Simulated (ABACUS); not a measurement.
BAs in ABACUS: the effect of basis

BAs:

```
As B
1.0
     0.00000    2.33974    2.33974
     2.33974    0.00000    2.33974
     2.33974    2.33974    0.00000
As B
1 1
Direct
  0.75000 0.75000 0.75000
  0.00000 0.00000 0.00000
```

The cell isn't the ideal one: volume scaled by 0.94.

Alike in all runs:

- Program: ABACUS 3.10.1
- Task: equation of state
- Functional: PBE
- Potentials or basis: PseudoDojo NC SR 0.4.1 PBE standard
- k mesh: 7 × 7 × 7
- Occupations: fermi-dirac, width 0.05 eV
- Spin: no spin polarisation

| basis | cutoff | gap on the mesh (eV) | pressure (GPa) |
| --- | --- | --- | --- |
| DZP | 1361 eV | ? | ? |
| TZDP | 1361 eV | 1.15 | 13.2 |
| pw | 1143 eV | 1.15 | 12.7 |

Q: What does the run with basis DZP give?

A: gap on the mesh 1.20 eV; pressure 16.1 GPa.

Caveats: an odd mesh through Γ misses points on the zone boundary, where band edges often lie; the atomic orbitals were generated for these runs and aren't a published set (some runs); the basis of atomic orbitals isn't converged, which shifts pressures, moduli and gaps (some runs).
